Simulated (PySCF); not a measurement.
Record of a relaxation.

Species: C5H5N.
Atom-mapped SMILES: `[cH:1]1[cH:2][cH:3][n:4][cH:5][cH:6]1` (hydrogens: H7 on C1; H8 on C2; H9 on C3; H10 on C5; H11 on C6)

Method: PBE0-D3(BJ)/def2-SVP geometry optimisation, gas phase (PySCF 2.14.0); density fitting, grid level 1; the optimiser is geomeTRIC in internal coordinates, started from a GFN2-xTB structure with every atom displaced at random (about 0.01 Å). The frame can shift and turn from step to step; on so coarse a grid that alone can change the energy by a few meV, and forces under 0.02 eV/Å are noise.

Step 0: E = -6743.3405 eV, largest atomic force 3.613 eV/Å
```
atom  x, y, z in Å  |  force x, y, z in eV/Å
C1      0.093    1.160   -0.019   -1.394   1.978  -0.128
C2      1.214    0.404    0.001    1.633   0.045  -0.040
C3      1.057   -0.973    0.017    2.890   0.385   0.186
N4     -0.062   -1.579    0.021   -3.400  -1.218  -0.080
C5     -1.188   -0.841   -0.010    0.698   0.521   0.132
C6     -1.164    0.557   -0.027    0.278  -1.198   0.024
H7      0.147    2.262   -0.042    0.077  -0.319   0.043
H8      2.215    0.865    0.002   -0.310  -0.212   0.013
H9      1.940   -1.616    0.065    0.297  -0.020  -0.074
H10    -2.125   -1.379    0.012   -0.455  -0.293  -0.055
H11    -2.088    1.115   -0.035   -0.314   0.332  -0.023
```

Step 1: E = -6743.4934 eV, largest atomic force 0.814 eV/Å
```
atom  x, y, z in Å  |  force x, y, z in eV/Å
C1     -0.573    0.624    0.073    0.309  -0.312   0.010
C2      0.586   -0.162    0.086   -0.152   0.258   0.013
C3      0.459   -1.545    0.106   -0.750  -0.288  -0.052
N4     -0.734   -2.173    0.110    0.783   0.219   0.038
C5     -1.821   -1.417    0.102   -0.224  -0.087  -0.012
C6     -1.802   -0.020    0.081   -0.141   0.161   0.017
H7     -0.498    1.711    0.060   -0.044   0.110  -0.009
H8      1.575    0.298    0.082    0.064   0.030  -0.001
H9      1.349   -2.180    0.113    0.034  -0.087   0.011
H10    -2.782   -1.952    0.112    0.055   0.062  -0.010
H11    -2.739    0.546    0.076    0.067  -0.065  -0.004
```

Step 2: E = -6743.4966 eV, largest atomic force 0.422 eV/Å
```
atom  x, y, z in Å  |  force x, y, z in eV/Å
C1     -0.566    0.615    0.075    0.183   0.180  -0.002
C2      0.600   -0.153    0.086   -0.379   0.011  -0.004
C3      0.448   -1.536    0.104   -0.024  -0.420   0.024
N4     -0.731   -2.169    0.114    0.305   0.186  -0.016
C5     -1.828   -1.422    0.103   -0.011   0.153  -0.001
C6     -1.801   -0.024    0.083   -0.064  -0.100  -0.001
H7     -0.503    1.706    0.060   -0.042   0.017   0.001
H8      1.591    0.306    0.081   -0.035  -0.028  -0.003
H9      1.332   -2.182    0.113    0.037  -0.013  -0.001
H10    -2.787   -1.954    0.109    0.017   0.003   0.004
H11    -2.734    0.544    0.075    0.011   0.012  -0.001
```

Step 3: E = -6743.5007 eV, largest atomic force 0.290 eV/Å
```
atom  x, y, z in Å  |  force x, y, z in eV/Å
C1     -0.567    0.622    0.076   -0.034   0.140  -0.007
C2      0.584   -0.160    0.086    0.218   0.070  -0.019
C3      0.452   -1.549    0.103    0.100  -0.003   0.067
N4     -0.722   -2.168    0.117   -0.232  -0.028  -0.048
C5     -1.819   -1.415    0.103   -0.012   0.144   0.012
C6     -1.803   -0.016    0.085    0.089  -0.275  -0.015
H7     -0.505    1.716    0.059    0.025  -0.113   0.010
H8      1.576    0.299    0.079   -0.040  -0.026  -0.003
H9      1.338   -2.197    0.114   -0.009   0.103  -0.012
H10    -2.776   -1.947    0.106   -0.043  -0.052   0.013
H11    -2.737    0.546    0.074   -0.062   0.039   0.003
```

Step 4: E = -6743.5028 eV, largest atomic force 0.113 eV/Å
```
atom  x, y, z in Å  |  force x, y, z in eV/Å
C1     -0.565    0.624    0.075    0.016  -0.092  -0.001
C2      0.587   -0.158    0.086    0.043   0.056   0.003
C3      0.450   -1.546    0.106   -0.066  -0.036  -0.011
N4     -0.727   -2.168    0.113    0.029  -0.040   0.010
C5     -1.825   -1.418    0.102    0.081   0.077  -0.002
C6     -1.799   -0.022    0.083   -0.110   0.025   0.001
H7     -0.503    1.715    0.060   -0.004  -0.011  -0.001
H8      1.580    0.298    0.079    0.011  -0.004   0.002
H9      1.339   -2.188    0.115    0.002   0.012   0.001
H10    -2.784   -1.950    0.110    0.008  -0.002  -0.003
H11    -2.733    0.544    0.075   -0.011   0.013   0.000
```

Step 5: E = -6743.5019 eV, largest atomic force 0.168 eV/Å
```
atom  x, y, z in Å  |  force x, y, z in eV/Å
C1     -0.567    0.616    0.074    0.042   0.081   0.001
C2      0.592   -0.159    0.086   -0.145  -0.035   0.009
C3      0.451   -1.547    0.107   -0.082  -0.025  -0.033
N4     -0.728   -2.167    0.112    0.148   0.051   0.024
C5     -1.823   -1.413    0.102   -0.139  -0.095  -0.004
C6     -1.806   -0.018    0.082    0.106  -0.002   0.009
H7     -0.501    1.706    0.060   -0.002   0.066  -0.005
H8      1.583    0.298    0.080    0.009   0.015   0.002
H9      1.341   -2.186    0.115    0.007  -0.042   0.005
H10    -2.781   -1.948    0.111    0.010   0.007  -0.006
H11    -2.740    0.550    0.075    0.045  -0.020  -0.001
```

Step 6: E = -6743.5032 eV, largest atomic force 0.057 eV/Å
```
atom  x, y, z in Å  |  force x, y, z in eV/Å
C1     -0.566    0.620    0.074    0.020   0.014   0.001
C2      0.589   -0.159    0.086   -0.043  -0.004   0.007
C3      0.450   -1.547    0.106   -0.018  -0.009  -0.028
N4     -0.728   -2.168    0.112    0.051   0.015   0.021
C5     -1.824   -1.415    0.102   -0.051  -0.016  -0.005
C6     -1.803   -0.020    0.082    0.021  -0.005   0.007
H7     -0.501    1.711    0.059   -0.004   0.018  -0.004
H8      1.581    0.297    0.080    0.005   0.003   0.002
H9      1.340   -2.187    0.115    0.003  -0.015   0.004
H10    -2.781   -1.949    0.111    0.004   0.005  -0.005
H11    -2.736    0.548    0.075    0.012  -0.006  -0.001
```

Step 7: E = -6743.5033 eV, largest atomic force under 0.02 eV/Å
```
atom  x, y, z in Å  |  force x, y, z in eV/Å
C1     -0.565    0.621    0.074    0.004   0.004   0.001
C2      0.589   -0.159    0.086    0.001   0.002  -0.003
C3      0.450   -1.547    0.105   -0.007   0.003   0.008
N4     -0.728   -2.167    0.114   -0.005  -0.011  -0.006
C5     -1.825   -1.415    0.103    0.012   0.006   0.001
C6     -1.802   -0.020    0.083   -0.004  -0.006  -0.001
H7     -0.501    1.712    0.059   -0.001  -0.001   0.001
H8      1.581    0.296    0.080    0.000   0.000  -0.001
H9      1.339   -2.189    0.115   -0.002   0.000   0.000
H10    -2.783   -1.949    0.109    0.002  -0.002   0.002
H11    -2.735    0.547    0.074    0.000   0.003   0.000
```

Task: Summarise the path.

Result: The energy falls by 0.1629 eV from step 0 to step 7; nine tenths of that is first reached at step 1. It rises by more than 0.2 meV at step 5. The largest force goes from 3.613 to under 0.02 eV/Å. Among the bonds C3–N4 changes most, from 1.272 to 1.331 Å; the atoms move by 0.025 Å rms after alignment.

Task: Follow the three bonds and two angles with the largest change from start to end.

Result: 
| step | E above end (eV) | largest force (eV/Å) | C3–N4 (Å) | C1–C2 (Å) | N4–C5 (Å) | C6–C1–H7 (°) | C1–C6–H11 (°) |
| --- | --- | --- | --- | --- | --- | --- | --- |
| 0 | 0.1629 | 3.613 | 1.272 | 1.352 | 1.347 | 118.4 | 123.2 |
| 1 | 0.0099 | 0.814 | 1.348 | 1.401 | 1.325 | 121.6 | 121.1 |
| 2 | 0.0068 | 0.422 | 1.338 | 1.396 | 1.327 | 120.7 | 121.3 |
| 3 | 0.0026 | 0.290 | 1.327 | 1.392 | 1.331 | 120.6 | 121.6 |
| 4 | 0.0006 | 0.113 | 1.332 | 1.393 | 1.330 | 120.9 | 121.2 |
| 5 | 0.0015 | 0.168 | 1.333 | 1.394 | 1.330 | 120.6 | 121.6 |
| 6 | 0.0001 | 0.057 | 1.331 | 1.393 | 1.330 | 120.7 | 121.4 |
| 7 | 0.0000 | under 0.02 | 1.331 | 1.393 | 1.331 | 120.7 | 121.3 |

The cost below is that of the whole optimisation. Hardware: Arm Neoverse N1, one thread, shared host with 64 logical CPUs at a one-minute load of 61. Cost: 52 s of wall time, 0.45 GiB resident at most.
